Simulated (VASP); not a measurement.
**Which magnetic order does Dysprosium take?**

Aim: compare collinear orders of Dysprosium. The start is a cell from a database of measured crystal structures.

Main program and level: VASP 6.6.1; PBE, spin-polarised, from parallel moments; plane waves and PAW (Dy), in the first sound run; inputs show where later runs differ.

### 1. Starting point

The structure is hexagonal, space group P6_3/mmc (No. 194). The conventional cell has a = 3.590 Å, b = 3.590 Å, c = 5.647 Å, α = 90.00°, β = 90.00°, γ = 120.00°. Dy has 12 Dy at 3.50 to 3.59 Å nearest.

As a file:

```
Dy
1.0
     7.18060    0.00000    0.00000
    -1.79515    3.10929    0.00000
     0.00000    0.00000    5.64750
Dy
4
Direct
  0.33333 0.33333 0.75000
  0.83333 0.33333 0.75000
  0.16667 0.66667 0.25000
  0.66667 0.66667 0.25000
```

### 2. Magnetic order, start order fm, signs ++++

Each run starts from other signs of the moments at the same geometry and cutoff; gentle mixing helps it keep them. Any wave vector in a name is a fraction of the reciprocal vectors of the first cell as typed.

File INCAR:

```
SYSTEM = Dy
PREC = Accurate
ENCUT = 410
EDIFF = 1E-06
NELM = 150
ISMEAR = 0
SIGMA = 0.1
LREAL = .FALSE.
ALGO = Normal
GGA = PE
NBANDS = 58
ISPIN = 2
MAGMOM = 5 5 5 5
LASPH = .TRUE.
LMAXMIX = 6
AMIX = 0.2
BMIX = 1E-04
AMIX_MAG = 0.8
BMIX_MAG = 1E-04
LORBIT = 11
LWAVE = .FALSE.
LCHARG = .TRUE.
```

File POSCAR:

```
Dy
1.0
    7.1806000000      0.0000000000      0.0000000000
   -1.7951500000      3.1092910072      0.0000000000
    0.0000000000      0.0000000000      5.6475000000
Dy
4
Direct
    0.3333333334      0.3333333333      0.7500000000
    0.8333333334      0.3333333333      0.7500000000
    0.1666666667      0.6666666667      0.2500000000
    0.6666666667      0.6666666667      0.2500000000
```

File KPOINTS:

```
Automatic mesh
0
Gamma
6 6 3
0 0 0
```

PAW data sets: Dy (PBE family, release 64).

Run with:

```
$ mpirun -np 1 vasp_std
```

Output:

```text
[banner, memory and clock lines left out]
running    1 mpi-ranks, on    1 nodes
 distrk:  each k-point on    1 cores,    1 groups
 distr:  one band on    1 cores,    1 groups

 POSCAR found type information on POSCAR Dy
 POSCAR found :  1 types and       4 ions
 LDA part: xc-table for (Slater+PW92), standard interpolation
 POSCAR, INCAR and KPOINTS ok, starting setup
 FFT: planning ... GRIDC
 FFT: planning ... GRID_SOFT
 FFT: planning ... GRID
 WAVECAR not read
 entering main loop
       N       E                     dE             d eps       ncg     rms          rms(c)
DAV:   1     0.811992352749E+03    0.81199E+03   -0.17863E+04 10442   0.557E+03
DAV:   2     0.240086596931E+03   -0.57191E+03   -0.48044E+03 11394   0.840E+02
DAV:   3     0.253987857366E+02   -0.21469E+03   -0.20154E+03  9458   0.272E+02
DAV:   4    -0.162494631502E+02   -0.41648E+02   -0.39005E+02 12580   0.121E+02
DAV:   5    -0.261716595243E+02   -0.99222E+01   -0.95998E+01 14298   0.624E+01    0.953E+01
DAV:   6    -0.391105830226E+02   -0.12939E+02   -0.38416E+01 11088   0.152E+02    0.159E+02
DAV:   7    -0.372256220378E+02    0.18850E+01   -0.83473E+00 13618   0.208E+01    0.104E+02
DAV:   8    -0.302159273138E+02    0.70097E+01   -0.15955E+01  9236   0.439E+01    0.432E+01
DAV:   9    -0.312747577884E+02   -0.10588E+01   -0.24107E+00 14424   0.132E+01    0.412E+01
DAV:  10    -0.316398340378E+02   -0.36508E+00   -0.90714E-01 14132   0.121E+01    0.312E+01
DAV:  11    -0.316685200142E+02   -0.28686E-01   -0.16243E-01 14172   0.699E+00    0.157E+01
DAV:  12    -0.313094518992E+02    0.35907E+00   -0.47344E-01 11596   0.144E+01    0.150E+01
DAV:  13    -0.313887407119E+02   -0.79289E-01   -0.23670E-01 13104   0.658E+00    0.122E+01
DAV:  14    -0.314094825993E+02   -0.20742E-01   -0.67940E-02 13608   0.359E+00    0.743E+00
DAV:  15    -0.314302050759E+02   -0.20722E-01   -0.22959E-02 13902   0.251E+00    0.346E+00
DAV:  16    -0.314664647905E+02   -0.36260E-01   -0.17039E-02 13962   0.289E+00    0.311E+00
DAV:  17    -0.314733793337E+02   -0.69145E-02   -0.75245E-03 13866   0.115E+00    0.323E+00
DAV:  18    -0.314626379663E+02    0.10741E-01   -0.37428E-03 14052   0.563E-01    0.321E+00
DAV:  19    -0.314608809349E+02    0.17570E-02   -0.38887E-04 14656   0.119E-01    0.322E+00
DAV:  20    -0.314527774007E+02    0.81035E-02   -0.40164E-04 12840   0.627E-01    0.321E+00
DAV:  21    -0.314552023242E+02   -0.24249E-02   -0.10727E-04 11400   0.105E-01    0.317E+00
DAV:  22    -0.314541884337E+02    0.10139E-02   -0.26902E-05 11416   0.151E-01    0.316E+00
DAV:  23    -0.314594193598E+02   -0.52309E-02   -0.10667E-04 12006   0.351E-01    0.316E+00
DAV:  24    -0.314607736694E+02   -0.13543E-02   -0.11731E-03 12460   0.131E+00    0.447E+00
DAV:  25    -0.314700899044E+02   -0.93162E-02   -0.53172E-03 12560   0.332E+00    0.915E+00
DAV:  26    -0.314717426026E+02   -0.16527E-02   -0.17790E-03 13342   0.415E-01    0.938E+00
DAV:  27    -0.314732350273E+02   -0.14924E-02   -0.19317E-04 14452   0.366E-01    0.964E+00
DAV:  28    -0.314595346212E+02    0.13700E-01   -0.12456E-03 12818   0.136E+00    0.877E+00
DAV:  29    -0.314411002099E+02    0.18434E-01   -0.26751E-03 12724   0.183E+00    0.930E+00
DAV:  30    -0.314045164237E+02    0.36584E-01   -0.17882E-02 12072   0.462E+00    0.793E+00
[...]
DAV:  49    -0.314271288380E+02   -0.73212E-04   -0.56925E-05 11468   0.199E-01    0.909E-01
DAV:  50    -0.314270310400E+02    0.97798E-04   -0.54894E-05 10502   0.327E-01    0.804E-01
DAV:  51    -0.314270912729E+02   -0.60233E-04   -0.20889E-04 11196   0.519E-01    0.653E-01
DAV:  52    -0.314270954744E+02   -0.42015E-05   -0.69595E-05 12368   0.204E-01    0.621E-01
DAV:  53    -0.314271681169E+02   -0.72643E-04   -0.28792E-05 11022   0.131E-01    0.578E-01
DAV:  54    -0.314271278043E+02    0.40313E-04   -0.84192E-06  9830   0.726E-02    0.486E-01
DAV:  55    -0.314270971105E+02    0.30694E-04   -0.49209E-06  4278   0.132E-01    0.450E-01
DAV:  56    -0.314270139986E+02    0.83112E-04   -0.61114E-05  9678   0.361E-01    0.338E-01
DAV:  57    -0.314270643790E+02   -0.50380E-04   -0.19879E-05 10608   0.105E-01    0.221E-01
DAV:  58    -0.314270756601E+02   -0.11281E-04   -0.69457E-06  7260   0.960E-02    0.205E-01
DAV:  59    -0.314270772884E+02   -0.16283E-05   -0.18912E-06  5716   0.302E-02    0.183E-01
DAV:  60    -0.314270771533E+02    0.13514E-06   -0.80969E-07  4354   0.250E-02
   1 F= -.31427077E+02 E0= -.31364082E+02  d E =-.125990E+00  mag=    19.5949
```

It took 12 min on 1 MPI rank of Intel Xeon 6975P-C (Granite Rapids), shared host; peak memory 0.41 GiB.

The logs omit lines about the potential files and the build; timing stands in the text.

From OUTCAR (step 2):

```text
ion  position               nearest neighbor table
   1  0.333  0.333  0.750-   3 3.50   3 3.50   4 3.50   4 3.50   3 3.50   3 3.50
   2  0.833  0.333  0.750-   4 3.50   4 3.50   3 3.50   3 3.50   4 3.50   4 3.50
   3  0.167  0.667  0.250-   1 3.50   1 3.50   2 3.50   2 3.50   1 3.50   1 3.50
   4  0.667  0.667  0.250-   2 3.50   2 3.50   1 3.50   1 3.50   2 3.50   2 3.50

  LATTYP: Found a simple orthorhombic cell.
 ALAT       =     3.5903000000
 B/A-ratio  =     1.5729883297
 C/A-ratio  =     1.7320508076

 Subroutine GETGRP returns: Found  8 space group operations
 (whereof  4 operations were pure point group operations)

The static configuration has the point symmetry C_2h.
 The point group associated with its full space group is D_2h.

 Found     32 irreducible k-points:

   k-points           NKPTS =     32   k-points in BZ     NKDIM =     32   number of bands    NBANDS=     58

   dimension x,y,z NGX =    48 NGY =   24 NGZ =   40
   dimension x,y,z NGXF=    96 NGYF=   48 NGZF=   80

   ENCUT  =  410.0 eV  30.13 Ry    5.49 a.u.  11.86  5.93  9.32*2*pi/ulx,y,z

   NELECT =      80.0000    total number of electrons

 k-points in reciprocal lattice and weights: Automatic mesh
   0.00000000  0.00000000  0.00000000       0.009
   0.16666667  0.00000000  0.00000000       0.019
   0.33333333  0.00000000  0.00000000       0.019
   0.50000000  0.00000000  0.00000000       0.009
   0.00000000  0.16666667  0.00000000       0.037
   0.16666667  0.16666667  0.00000000       0.037
   0.33333333  0.16666667  0.00000000       0.019
  -0.16666667  0.16666667  0.00000000       0.019
   0.00000000  0.33333333  0.00000000       0.037
[...]
0.33333333  0.50000000  0.33333333       0.037
   0.50000000  0.50000000  0.33333333       0.019

 average (electrostatic) potential at core
       1 -39.6807       2 -39.6807       3 -39.6807       4 -39.6807

 E-fermi :   2.7343

 spin component 1
 k-point     1 :       0.0000    0.0000    0.0000
  band No.  band energies     occupation
    ...
     45       0.1855      1.00000
     46       0.6443      1.00000
     47       0.8763      1.00000
     48       1.4434      1.00000
     49       1.8331      1.00000
     50       2.8599      0.03781
     51       3.9936      0.00000
     52       4.3403      0.00000
     53       4.3600      0.00000
     54       4.7576      0.00000
    ...

 k-point     2 :       0.1667    0.0000    0.0000
  band No.  band energies     occupation
    ...
     45       0.1770      1.00000
     46       0.5394      1.00000
     47       0.8050      1.00000
     48       1.5991      1.00000
     49       1.9468      1.00000
     50       2.9092      0.00668
     51       3.8021      0.00000
     52       4.3642      0.00000
     53       4.4150      0.00000
     54       4.4228      0.00000
    ...

 k-point     3 :       0.3333    0.0000    0.0000
  band No.  band energies     occupation
    ...
     45       0.1436      1.00000
     46       0.1501      1.00000
     47       1.2378      1.00000
     48       1.8090      1.00000
     49       2.2726      1.00000
     50       3.0442      0.00001
     51       3.3254      0.00000
     52       3.7742      0.00000
     53       4.5777      0.00000
     54       4.6065      0.00000
    ...

 k-point     4 :       0.5000    0.0000    0.0000
  band No.  band energies     occupation
    ...
     44       0.1016      1.00000
     45       0.1157      1.00000
     46       0.1157      1.00000
     47       1.7130      1.00000
     48       1.7130      1.00000
     49       2.7627      0.34359
     50       2.7627      0.34359
     51       3.2837      0.00000
     52       3.2837      0.00000
     53       4.4915      0.00000
    ...

 k-point     5 :       0.0000    0.1667    0.0000
  band No.  band energies     occupation
    ...
     46       0.9643      1.00000
     47       1.2390      1.00000
     48       1.9814      1.00000
     49       2.0233      1.00000
     50       2.6655      0.83455
     51       3.3250      0.00000
     52       3.7757      0.00000
     53       4.0325      0.00000
     54       4.4227      0.00000
     55       4.8487      0.00000
    ...

 k-point     6 :       0.1667    0.1667    0.0000
  band No.  band energies     occupation
    ...
     46       0.2526      1.00000
     47       1.6049      1.00000
     48       2.2227      1.00000
     49       2.2356      1.00000
     50       2.7040      0.66594
     51       2.9774      0.00029
     52       3.3854      0.00000
     53       4.1140      0.00000
     54       4.5392      0.00000
     55       4.5912      0.00000
    ...

  Total        0.1608925      0.1750847      1.4788565     -0.0122908      0.0000000      0.0000000
  in kB        2.0444103      2.2247462     18.7913624     -0.1561755      0.0000000      0.0000000
  external PRESSURE =       7.6868397 kB  Pullay stress =       0.0000000 kB

  energy-cutoff  :      410.00
  volume of cell :      126.09
      direct lattice vectors                 reciprocal lattice vectors
     7.180600000  0.000000000  0.000000000     0.139264128  0.080404182  0.000000000
    -1.795150000  3.109291007  0.000000000     0.000000000  0.321616728  0.000000000
     0.000000000  0.000000000  5.647500000     0.000000000  0.000000000  0.177069500

 POSITION                                       TOTAL-FORCE (eV/Angst)
 -----------------------------------------------------------------------------------
      1.79515      1.03643      4.23562         0.011862      0.006849      0.000000
      5.38545      1.03643      4.23562         0.011862      0.006849      0.000000
      0.00000      2.07286      1.41187        -0.011862     -0.006849     -0.000000
      3.59030      2.07286      1.41187        -0.011862     -0.006849     -0.000000
 -----------------------------------------------------------------------------------
    total drift:                               -0.000001      0.000002     -0.000001

  FREE ENERGIE OF THE ION-ELECTRON SYSTEM (eV)
  ---------------------------------------------------
  free  energy   TOTEN  =       -31.4270771533 eV

  energy  without entropy=      -31.3010872448  energy(sigma->0) =      -31.36408220

 total charge
# of ion       s       p       d       f       tot
--------------------------------------------------
    1        2.166   5.799   0.539   9.257  17.762
    2        2.166   5.799   0.539   9.257  17.762
    3        2.166   5.799   0.539   9.257  17.762
    4        2.166   5.799   0.539   9.257  17.762
--------------------------------------------------
tot          8.665  23.198   2.156  37.027  71.046

 magnetization (x)
# of ion       s       p       d       f       tot
--------------------------------------------------
    1        0.010  -0.043   0.108   4.598   4.673
    2        0.010  -0.043   0.108   4.598   4.673
    3        0.010  -0.043   0.108   4.598   4.673
    4        0.010  -0.043   0.108   4.598   4.673
--------------------------------------------------
tot          0.039  -0.170   0.431  18.392  18.692

[... 6 further parts left out ...]
```

The magnetic state follows from one typed start and may not be the lowest. The k-mesh is coarse for a metal. Without U or exact exchange the f electrons of Dy come out too delocalised, which can shrink the cell and pin f bands at the Fermi level.

Numbers from this step:

* electronic cycles: 60
* electrons: 80
* free energy (TOTEN): -31.43 eV
* energy at zero smearing: -31.36 eV
* Fermi energy: 2.734 eV
* moment of the cell, from the last line of the log: 19.59 μB
* labelled metallic, from the levels on this mesh: yes

Spin moment in the PAW sphere by atom:

```
atom  spin moment in the PAW sphere (μB)
 Dy1                                4.67
 Dy2                                4.67
 Dy3                                4.67
 Dy4                                4.67
```

Spin density in the ac plane at fractional y = 0.333, with atoms of Dy within 0.2 Å of it.

Values in e/Å³, 8 rows by 16 columns, each cell a mean:
```
0.0 0.0 0.0 0.0 0.1 0.2 0.1 0.0 0.0 0.0 0.0 0.0 0.1 0.2 0.1 0.0
0.0 0.0 0.0 0.2 2.4 5.0 2.8 0.3 0.0 0.0 0.0 0.2 2.4 5.0 2.8 0.3
0.0 0.0 0.0 0.1 1.6 3.3 1.8 0.2 0.0 0.0 0.0 0.1 1.6 3.3 1.8 0.2
0.0 0.0 0.0 0.0 0.0 0.0 0.0 0.0 0.0 0.0 0.0 0.0 0.0 0.0 0.0 0.0
0.0 0.0 0.0 0.0 0.0 0.0 0.0 0.0 0.0 0.0 0.0 0.0 0.0 0.0 0.0 0.0
0.0 0.0 0.0 0.0 0.0 0.0 0.0 0.0 0.0 0.0 0.0 0.0 0.0 0.0 0.0 0.0
0.0 0.0 0.0 0.0 0.0 0.0 0.0 0.0 0.0 0.0 0.0 0.0 0.0 0.0 0.0 0.0
0.0 0.0 0.0 0.0 0.0 0.0 0.0 0.0 0.0 0.0 0.0 0.0 0.0 0.0 0.0 0.0
```
Columns run along a (7.2 Å), rows up along c (5.6 Å). Atoms in or near the plane, at fractional coordinates: Dy at (0.33, 0.75), Dy at (0.83, 0.75).

Valence density in the ac plane at fractional y = 0.333, with atoms of Dy within 0.2 Å of it. It is the smooth field of the valence electrons, not physical close to the nuclei.

Ten steps, logarithmic in the rise over the least value, from '_' (0 e/Å³) to '@' (15 e/Å³), each cell a mean:
```
__________..::::..____________..::::..__
________::==****==::________::==****==::
______..==##@@@@##--______..==##@@@@##--
..____..==%%@@@@%%==..____..==%%@@@@%%==
______..==##@@@@##--______..==##@@@@##--
________::==****==::________::==****==::
__________..::::..____________..::::..__
________________________________________
________________________________________
........____________........____________
..::::..____________..::::..____________
..::::..____________..::::..____________
........____________........____________
________________________________________
________________________________________
```
Columns run along a (7.2 Å), rows up along c (5.6 Å). Atoms in or near the plane, at fractional coordinates: Dy at (0.33, 0.75), Dy at (0.83, 0.75).

The largest moment at the end is 4.67 μB, and the moments of the cell sum to 19.59 μB.

[end of part 1 of 3]

[Lines on the potential files, build, host, timing and source positions are cut from VASP's logs without a mark.]

[Logs are printed without paths, hosts, clocks, repeated set-up lines and the standing remarks that a program may print on its own settings, such as how far it seeks lower states.]

[Hosts, paths, dates, database ids (printed as entryN), source tags and the programs' standing remarks are cut or masked in the printed files.]

[In band tables of VASP the shares of atoms and orbitals are scaled to a sum of 1 inside the atoms' spheres.]

[Runs that stopped without an error message from VASP are left out.]
